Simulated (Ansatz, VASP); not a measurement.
## ZnS in VASP and in Ansatz

```
Zn S
1.0
     0.00000    2.72156    2.72156
     2.72156    0.00000    2.72156
     2.72156    2.72156    0.00000
Zn S
1 1
Direct
  0.00000 0.00000 0.00000
  0.75000 0.75000 0.75000
```

Alike in both runs: task single point; functional PBE; k mesh 10 × 10 × 10; occupations gaussian, width 0.02 eV; no spin polarisation.

|  | VASP | Ansatz |
| --- | --- | --- |
| version | VASP 6.6.1 | Ansatz 0.2.0 |
| potentials or method | VASP PAW PBE potentials, release 64 (Zn, S) | scalar-relativistic, plane waves, PAW |
| plane-wave cutoff (eV) | 520 | 420 |
| valence electrons in the cell | 18 | 18 |

Ansatz gave:

```
gap on the k mesh at the Fermi level (eV) : 2.02
least direct gap on the mesh (eV)         : 2.02
pressure (GPa)                            : 0.0
```

Question: What did VASP give for the same quantities?

Answer: gap on the k mesh at the Fermi level (eV): 2.02; least direct gap on the mesh (eV): 2.02; pressure (GPa): 0.2.
